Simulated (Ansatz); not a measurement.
# Rb (Im-3m), stationary points along a deformation path

Computed with DFT PBE, scalar-relativistic, plane waves, PAW (Ansatz). The runs took a 420 eV cutoff, a Γ-centred 14×14×14 mesh and Gaussian smearing (0.15 eV). No spin polarisation. Energies are free energies at this smearing, counted from the undisturbed cell; pressure is positive in compression.

The undisturbed cell (as given, not relaxed at this level; it stands at 0.1 GPa):

```yaml
crystal:
  lattice:
    - [-2.80600, 2.80600, 2.80600]
    - [2.80600, -2.80600, 2.80600]
    - [2.80600, 2.80600, -2.80600]
  atoms:
    - { symbol: Rb, position: [0.00000, 0.00000, 0.00000] }
```

At fixed volume and fractional coordinates, lengths along (0.577, 0.577, 0.577) are scaled against those across it; ρ is that ratio over its starting value. V = 88.374 Å³/atom. Δσ is the stress along the axis less the mean stress across it (compression positive).

| ρ | ΔE (meV/atom) | Δσ (GPa) | space group |
| --- | --- | --- | --- |
| 0.500 | 761.6 | 8.41 | R-3m |
| 0.600 | 338.3 | 4.58 | R-3m |
| 0.710 | 128.0 | 2.36 | R-3m |
| 0.850 | 23.7 | 0.88 | R-3m |
| 0.930 | 4.2 | 0.33 | R-3m |
| 1.000 | 0.0 | 0.00 | Im-3m |
| 1.080 | 4.3 | -0.29 | R-3m |
| 1.200 | 20.4 | -0.52 | R-3m |
| 1.410 | 55.6 | -0.61 | R-3m |
| 1.700 | 91.5 | -0.38 | R-3m |
| 2.000 | 103.0 | 0.00 | Pm-3m |

Q: How does the stress give the slope of the energy, and where is the energy stationary?

A: Along the path d ln(length) is 2/3 d ln ρ on the axis and −1/3 d ln ρ across it, so dE/d ln ρ = −(2/3) V Δσ: the energy falls with ρ where Δσ is positive. Δσ vanishes or changes sign at ρ = 1.000 (Im-3m), a minimum at 0.0 meV/atom; at ρ = 2.000 (Pm-3m, an end of the scan), at 103.0 meV/atom. Pairs of stationary points between two samples would go unseen, and could change a minimum read from distant neighbours into a maximum. At ρ = 1.000, 2.000 the cell is cubic, where symmetry alone makes the stress isotropic and the slope zero.

Q: Which shear constant sets the curvature at ρ = 1?

A: For a cubic crystal E/V = (2/3) C (ln ρ)² with C = C44, so Δσ = −2C ln ρ. The parabola of Δσ against ln ρ through ρ = 0.930, 1 and 1.080 gives C ≈ 2.1 GPa with the ions clamped, rough because the steps are large.

In a metal these slopes depend on the k mesh and the smearing.